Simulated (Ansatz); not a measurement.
The parent structure is ZnTe in the zinc blende structure (space group F-43m, No. 216; a = 6.115 Å).

Calculations: r2SCAN in Ansatz (plane waves to 500 eV, PAW, spin-orbit coupling left out), earlier PAW set.

Base values:

The electron mass is 0.11 mₑ (at Γ) and the hole mass is 0.11, 0.45, 0.45 mₑ (at Γ).

Now apply this change: cell and atoms relaxed at a pressure of 3 GPa.

Question: Estimate the effect on the electron mass and hole mass.

Answer: The electron mass goes from 0.11 mₑ (at Γ) to 0.12 mₑ (at Γ); the hole mass (degenerate bands, along [100]) becomes 0.12, 0.41, 0.41 mₑ (at Γ) (base: 0.11, 0.45, 0.45 mₑ (at Γ)).

With Te present, leaving out spin-orbit coupling can change the band edges. The levels and masses belong to the bands next to the band gap. Load acts through the strain it causes; cell and atoms are relaxed under it. Masses are band curvatures over ±0.01 Å⁻¹ around the edge. Stability against distortions was not tested. Tetrahedral semiconductors of this kind turn to denser phases somewhere between about 1 and 50 GPa; those were not computed, so compressed cells here can lie past the real transition.

Ansatz is a program for electronic structure.
